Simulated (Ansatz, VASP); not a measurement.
**One calculation of NaI, two programs**

The input INCAR:

```
PREC     = Accurate       # precision mode
ENCUT    = 520            # plane-wave cutoff, eV
EDIFF    = 1E-8           # SCF threshold, eV
ISMEAR   = -1             # smearing method
SIGMA    = 0.05           # smearing width, eV
LREAL    = F              # projectors in reciprocal space
LASPH    = T              # aspherical terms in the spheres
NELM     = 60             # most SCF steps
ALGO     = Normal         # electronic algorithm
ISIF     = 2              # what is computed and relaxed
LWAVE    = F              # write WAVECAR
LCHARG   = F              # write CHGCAR
LEFG     = T            
NBANDS   = 14             # bands
```

KPOINTS

```
Automatic mesh
0
Gamma
  10 10 10
```

File POSCAR:

```
NaI
1.0
    0.0000000000      3.5329756918      3.5329756918
    3.5329756918      0.0000000000      3.5329756918
    3.5329756918      3.5329756918      0.0000000000
Na I
1 1
Direct
    0.0000000000      0.0000000000      0.0000000000
    0.2500000000      0.2500000000      0.2500000000
```

Input for Ansatz:

```yaml
crystal:
  lattice:
    - [0.0, 3.5329756918, 3.5329756918]
    - [3.5329756918, 0.0, 3.5329756918]
    - [3.5329756918, 3.5329756918, 0.0]
  atoms:
    - { symbol: Na, position: [0.0, 0.0, 0.0] }
    - { symbol: I, position: [0.25, 0.25, 0.25] }
kpoints:
  mp_grid: { grid: [10, 10, 10] }
scf:
  occupations: { method: fermi_dirac, width: 0.05 }
hamiltonian:
  xc: lda
  pseudopotentials: { kind: paw }
output:
  forces: true
  stress: true
  eigenvalues: true
  efg: { contact_densities: true }
```

Change from the starting cell: functional lda, volume scaled by 0.96, PAW files.

Alike in both runs: task electric field gradients; functional LDA; k mesh 10 × 10 × 10; occupations fermi-dirac, width 0.05 eV; no spin polarisation.

|  | VASP | Ansatz |
| --- | --- | --- |
| version | VASP 6.6.1 | Ansatz 0.2.0 |
| potentials or method | VASP PAW LDA potentials, release 64 (Na_pv, I) | PAW with Ansatz's default frozen-core files, scalar-relativistic |
| plane-wave cutoff (eV) | 520 | 420 |
| valence electrons in the cell | 14 | 26 |

```tsv
	VASP	Ansatz	Ansatz less VASP
gap on the k mesh at the Fermi level (eV)	3.51	3.51	-0.009
pressure (GPa)	-0.9	-0.9	-0.02
Vzz of the field gradient on the site that differs most (V/Å²)	0.0	0.0	0.00
```

The two sets of potentials don't hold the same shells in valence. Ansatz warned: «gradients_without_spin_orbit».

Caveats: spin-orbit coupling is left out, which moves the levels of the heavy elements. A k mesh can miss the band edges.
